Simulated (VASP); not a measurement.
Wanted: the native input for a VASP 6.6.1 run.

```
Task                   : relaxation of the atoms
Functional             : r2SCAN
Potentials or basis    : VASP PAW PBE potentials, release 64 (K_sv, F)
Cutoff                 : 600 eV
k mesh                 : 10 × 10 × 10
Occupations            : gaussian, width 0.03 eV
Spin                   : no spin polarisation
Further INCAR settings : ALGO = Normal; EDIFF = 1e-07; IBRION = 2; EDIFFG = -0.01; NSW = 40
```

The structure of KF (Carobbiite) lies in POSCAR:

```
KF                                      
1.0
    0.0000000000      2.6922194973      2.6922194973
    2.6922194973      0.0000000000      2.6922194973
    2.6922194973      2.6922194973      0.0000000000
  K               F             
     1     1
Direct
     0.0000000000000000    0.0000000000000000    0.0000000000000000
     0.5000000000000000    0.5000000000000000    0.5000000000000000
```

The cell isn't the ideal one: a relaxed cell with its volume scaled by 1.04.

These files were run (other wordings do the same):

INCAR

```
ALGO = Normal
EDIFF = 1E-7
EDIFFG = -0.01
ENCUT = 600
IBRION = 2
ISIF = 2
ISMEAR = 0
LASPH = T
LCHARG = F
LMIXTAU = T
LREAL = F
LWAVE = F
METAGGA = R2SCAN
NELM = 80
NSW = 40
PREC = Accurate
SIGMA = 0.03
```

KPOINTS

```
k-points
0
Gamma
  10 10 10
```

Potentials or basis: VASP PAW PBE potentials, release 64 (K_sv, F).

Launch:

```console
$ cat potpaw_PBE.64/K_sv/POTCAR potpaw_PBE.64/F/POTCAR > POTCAR
$ mpirun -np 1 vasp_std > vasp.out
```

Results of the run:

```
Pressure after relaxing : -1.3 GPa
Band gap on the k mesh  : 6.71 eV, direct
```

Caveat: the relaxation stopped at its first step, so nothing moved; the PAW data sets were made with another functional, which shifts forces and pressure a little.

Wall time 79 s on 1 thread of Intel(R) Xeon(R) 6975P-C (Granite Rapids) (shared host), peak memory 0.18 GiB.
